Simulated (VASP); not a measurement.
Input of a VASP 6.6.1 run:

INCAR

```
  PREC = Accurate
  ENCUT = 520
  EDIFF = 1E-7
  ISMEAR = 0
  SIGMA = 0.3
  LREAL = F
  LASPH = T
  NELM = 100
  ALGO = Normal
  ISIF = 3
  LWAVE = F
  LCHARG = F
  GGA = PE
  IBRION = 2
  NSW = 80
  EDIFFG = -0.002
```

KPOINTS

```
Automatic mesh
0
Gamma
  18 18 18
```

The input POSCAR:

```
Pt                                      
1.0
    0.0000000000      1.9851963864      1.9851963864
    1.9851963864      0.0000000000      1.9851963864
    1.9851963864      1.9851963864     -0.0000000000
  Pt            
     1
Direct
     0.0000000000000000    0.0000000000000000    0.0000000000000000
```

Potentials or basis: VASP PAW PBE potentials, release 64 (Pt).

Command:

```console
$ cat potpaw_PBE.64/Pt/POTCAR > POTCAR
$ mpirun -np 1 vasp_std > vasp.out
```

**Question.** Estimate the band gap on the k mesh.

**Answer.** None (metal or under the smearing width).

Final structure:
```
Pt
1.0
     0.00000    1.98520    1.98520
     1.98520    0.00000    1.98520
     1.98520    1.98520    0.00000
Pt
1
Direct
  0.00000 0.00000 0.00000
```

Caveat: the relaxation stopped at its first step, so nothing moved. Spin-orbit coupling is left out, which matters for the levels of Pt.
